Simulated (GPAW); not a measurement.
Ca:

```
CELL_PARAMETERS angstrom
0.00000 2.79420 2.79420
2.79420 0.00000 2.79420
2.79420 2.79420 0.00000
ATOMIC_POSITIONS crystal
Ca 0.00000 0.00000 0.00000
```

Base run:

```yaml
Program: GPAW 26.7.0
Functional: LDA
Potentials_or_basis: the program's PAW data sets (release 1.2.1) made for this functional
Cutoff: 600 eV
Basis: pw
k_mesh: 8 × 8 × 8
Occupations: fermi-dirac, width 0.05 eV
Spin: no spin polarisation
```

Its results: pressure -2.1 GPa.

Q: The run is repeated on the same cell with these changes: functional from LDA to BLYP; potentials or basis from the program's PAW data sets (release 1.2.1) made for this functional to PAW data sets generated in the run's folder for this functional. What comes out?

A: Pressure -0.4 GPa.
